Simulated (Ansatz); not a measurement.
input.yaml

```yaml
crystal:
  lattice:
    - [0.0, 2.3866617571, 2.3866617571]
    - [2.3866617571, 0.0, 2.3866617571]
    - [2.3866617571, 2.3866617571, 0.0]
  atoms:
    - { symbol: Zr, position: [0.5, 0.5, 0.5] }
    - { symbol: C, position: [0.0, 0.0, 0.0] }
basis:
  ecutwfc: 420
kpoints:
  mp_grid: { grid: [16, 16, 16] }
hamiltonian:
  xc: pbesol
scf:
  occupations: { method: gaussian, width: 0.1 }
output:
  forces: true
  stress: true
  eigenvalues: true
  populations: true
```

Command:
```bash
ansatz run input.yaml --threads 1 --pin off --max-ram 1331MiB --backend cpu --events-out ev --progress --plain --runs-dir out
```

Theory: DFT PBEsol, scalar-relativistic, plane waves, PAW (Ansatz 0.2.0).

Part of what the program printed, abridged:

```
Pseudopotentials: kind: paw
Pseudopotential: Zr, paw, valence charge 12, recommended cutoff 420 eV (normal)
Pseudopotential: C, paw, valence charge 4, recommended cutoff 420 eV (normal)
Functional definition: PBEsol
Crystal: 2 atoms, lattice volume = 27.190 Å³
Basis set: ecut = 420 eV, 531 PW (Γ), exchange–correlation on 48×48×48 points (8 copies of the dense FFT grid, shifted against one another)
Bands: 12, of which v1, the nominal top of the filled ones, is band 8 counted from 1 (7 counted from 0)
Symmetry: 48 space group operations
Space group: Fm-3m (ITA 225), of the structure as read, at distance tolerance 3.0e-5 Å
k-points: 145 of 4096
Initial density: superposition of atomic densities (neutral atoms: chi_scale 0, normalization atom), corrected by the library's trained network
Initial wavefunctions: pseudopotential atomic-orbital guess
Functional: x = pbesol(κ = 0.804, μ = 0.12345679), c = pbesol(β = 0.046)
SCF iter   1: F=—  HF=-4377.100451 eV  |F-HF|=—  |Δ(HF+E_count)|=         —  Δρ=8.32e-3  dr2=2.42e-2  ethr=1.77e-3  ⟨swp⟩=5.0  Hψ=8706  notcnv=0
SCF iter   2: F=—  HF=-4377.096601 eV  |F-HF|=—  |Δ(HF+E_count)|=   3.85e-3  Δρ=5.11e-3  dr2=9.72e-3  ethr=1.51e-4  ⟨swp⟩=1.0  Hψ=2900  notcnv=0
SCF iter   3: F=—  HF=-4377.094507 eV  |F-HF|=—  |Δ(HF+E_count)|=   2.09e-3  Δρ=5.70e-4  dr2=4.15e-5  ethr=6.08e-5  ⟨swp⟩=2.0  Hψ=2226  notcnv=0
SCF iter   4: F=—  HF=-4377.094492 eV  |F-HF|=—  |Δ(HF+E_count)|=   1.46e-5  Δρ=1.30e-4  dr2=2.03e-6  ethr=2.59e-7  ⟨swp⟩=2.1  Hψ=2854  notcnv=0
SCF iter   5: F=-4377.094493 eV  HF=-4377.094493 eV  |F-HF|=2.41e-8  |Δ(HF+E_count)|=   4.65e-7  Δρ=1.54e-5  dr2=3.64e-8  ethr=1.27e-8  ⟨swp⟩=2.4  Hψ=2916  notcnv=0
SCF iter   6: F=-4377.094493 eV  HF=-4377.094493 eV  |F-HF|=5.00e-11  |Δ(HF+E_count)|=   1.42e-8  Δρ=1.32e-6  dr2=2.18e-10  ethr=2.27e-10  ⟨swp⟩=1.9  Hψ=5439  notcnv=0
SCF 1 converged in 6 iterations: F = -4377.094493 eV  dr2 = 2.18e-10
SCF converged after 6 iterations
Free energy (F): -4377.094493 eV
Harris-Foulkes:  -4377.094493 eV  (|F-HF|=5.00e-11)
Internal energy: -4377.092387 eV  (E = F + TS)
E sigma→0 (E₀):  -4377.093440 eV
Entropy (-TS):   -0.002106 eV (-1.053 meV/atom)
Fermi energy:    13.965967 eV
--- Per-component energies (eV) ---
  E_band       = -62.764056
  E_kinetic    = 418.640616
  E_local      = -619.258566  (includes V_loc(G=0)·N_el)
  E_nonlocal   = 105.846259
  E_hartree    = 184.405205
  E_xc         = -208.640740
  E_vxc        = -250.305166  (∫ρ·V_xc dr)
  E_paw        = -2993.988146  (= ΣΔE_a)
  E_vpaw       = -86.497333  (= ΣTr[D̂ρ^β])
  E_aug_tail   = 0.000030  (compensation charges beyond the density's cutoff)
  E_ewald      = -1264.283865
  E_core_change = 0.186821  (= ΣΔE_core)
  E_smearing   = -0.002106  (= −TS)
--- Forces (eV/Å), atoms counted from 1 ---
  atom   1  Zr     0.00000000     0.00000000     0.00000000
  atom   2  C      0.00000000     0.00000000     0.00000000
--- Stress (GPa, compression-positive) ---
      -13.701167       0.000000       0.000000
        0.000000     -13.701167       0.000000
        0.000000       0.000000     -13.701167
  P = ⅓ Tr σ = -13.7012 GPa (-137.012 kbar)
--- Band table (eV; the first three rows and the last of 145) ---
  k-point 0: bands = ["-34.1752", "-11.9412", "-11.9412", "-11.9412", "2.8593", "14.9194", "14.9194", "14.9194", "15.0203", "15.0203", "15.0203", "16.6526"]
  k-point 1: bands = ["-34.1720", "-11.9711", "-11.9439", "-11.9439", "2.9429", "14.1766", "14.3826", "14.3826", "15.2318", "15.2318", "15.5557", "17.1520"]
  k-point 2: bands = ["-34.1630", "-12.0551", "-11.9515", "-11.9515", "3.1858", "13.2474", "13.6322", "13.6322", "15.5022", "15.5022", "15.9548", "18.1457"]
  k-point 144: bands = ["-34.0642", "-12.3821", "-12.3821", "-12.2044", "4.7018", "11.4375", "11.6469", "11.6469", "17.1244", "17.1244", "19.3343", "20.6114"]
--- Löwdin populations: 2 sites ---
  site symbol q [e]
     0     Zr     11.2226
     1      C      4.7298
  spilling = 0.002970 (of n_electrons = 16.000000)
```

Self-consistency was reached.